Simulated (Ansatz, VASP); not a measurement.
**Two plane-wave programs on I**

INCAR

```
SYSTEM = I
PREC = Accurate
ENCUT = 520
EDIFF = 1E-6
ISMEAR = 0
SIGMA = 0.06802846561497
LREAL = .FALSE.
LASPH = .TRUE.
NELM = 60
ALGO = Normal
ISIF = 2
LWAVE = .FALSE.
LCHARG = .TRUE.
GGA = PE
LELF = .TRUE.
LVHAR = .TRUE.
NBANDS = 10
```

File KPOINTS:

```
Automatic mesh
0
G
  6 6 6
  0 0 0
```

The input POSCAR:

```
I
1.0
    0.0000000000      2.3656004428      3.9098401324
    2.1922454667      0.0000000000      3.9098401324
    2.1922454667      2.3656004428      0.0000000000
I
1
Direct
    0.0000000000      0.0000000000      0.0000000000
```

Input for Ansatz:

```yaml
crystal:
  lattice:
    - [0.0, 2.3656004428, 3.9098401324]
    - [2.1922454667, 0.0, 3.9098401324]
    - [2.1922454667, 2.3656004428, 0.0]
  atoms:
    - { symbol: I, position: [0.0, 0.0, 0.0] }
basis:
  ecutwfc: 420
kpoints:
  mp_grid: { grid: [6, 6, 6] }
hamiltonian:
  xc: pbe
scf:
  occupations: { method: gaussian, width: "0.005 Ry" }
  max_iter: 100
output:
  forces: true
  stress: true
  eigenvalues: true
```

Alike in both runs: task single point; functional PBE; k mesh 6 × 6 × 6; no spin polarisation.

```csv
,VASP,Ansatz
version,VASP 6.6.1,Ansatz 0.2.0
potentials or method,"VASP PAW PBE potentials, release 64 (I)","scalar-relativistic, plane waves, PAW"
plane-wave cutoff (eV),520,420
occupations,"gaussian, width 0.0680285 eV",gaussian
valence electrons in the cell,7,17
```

```csv
,VASP,Ansatz,Ansatz less VASP
gap on the k mesh at the Fermi level (eV),none,none,-
pressure (GPa),0.6,0.6,+0.04
largest component of the traceless stress (GPa),0.29,0.27,-0.020
```

A gap of «none» marks a metal or a gap that the smearing closes. The two sets of potentials don't hold the same shells in valence.

Caveats: an odd number of electrons without spin polarisation forces a metal; a magnetic or distorted state may lie lower. The runs have no spin-orbit coupling, so splittings on I are missing.
